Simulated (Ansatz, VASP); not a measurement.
Two plane-wave programs on GaN

INCAR

```
PREC = Accurate ; ENCUT = 520
EDIFF = 1E-7 ; ISMEAR = 0
SIGMA = 0.05 ; LREAL = F
LASPH = T ; NELM = 80
ALGO = Normal ; ISIF = 2
LWAVE = F ; LCHARG = T
GGA = PE ; LELF = T
LVHAR = T ; NBANDS = 16
```

Contents of KPOINTS:

```
regular mesh
0
Gamma
  12 12 12
```

Contents of POSCAR:

```
GaN
1.0
   -0.1087297701      2.2211938745      2.2211938745
    2.2211938745     -0.1087297701      2.2211938745
    2.2211938745      2.2211938745     -0.1087297701
Ga N
1 1
Direct
    0.0000000000      0.0000000000      0.0000000000
    0.7500000000      0.7500000000      0.7500000000
```

Input for Ansatz:

```yaml
crystal:
  lattice:
    - [-0.1087297701, 2.2211938745, 2.2211938745]
    - [2.2211938745, -0.1087297701, 2.2211938745]
    - [2.2211938745, 2.2211938745, -0.1087297701]
  atoms:
    - { symbol: Ga, position: [0.0, 0.0, 0.0] }
    - { symbol: "N", position: [0.75, 0.75, 0.75] }
basis:
  ecutwfc: 420
kpoints:
  mp_grid: { grid: [12, 12, 12] }
hamiltonian:
  xc: pbe
scf:
  occupations: { method: gaussian, width: 0.05 }
output:
  forces: true
  stress: true
  eigenvalues: true
```

Alike in both runs: task single point; functional PBE; k mesh 12 × 12 × 12; occupations gaussian, width 0.05 eV; no spin polarisation.

|  | VASP | Ansatz |
| --- | --- | --- |
| version | VASP 6.6.1 | Ansatz 0.2.0 |
| potentials or method | VASP PAW PBE potentials, release 64 (Ga_d, N) | scalar-relativistic, plane waves, PAW |
| plane-wave cutoff (eV) | 520 | 420 |
| valence electrons in the cell | 18 | 18 |

```tsv
	VASP	Ansatz	Ansatz less VASP
gap on the k mesh at the Fermi level (eV)	1.31	1.30	-0.003
least direct gap on the mesh (eV)	1.31	1.30	-0.003
pressure (GPa)	1.5	1.5	-0.07
largest component of the traceless stress (GPa)	9.09	9.15	+0.055
rms of the force components (eV/Å)	0.482	0.494	+0.0115
```

Atom by atom the forces differ by 0.011 eV/Å (rms over components). The functional is the same, so the differences come from potentials, cutoffs and numerics.

As with any semilocal functional, this PBE gap is likely too small.
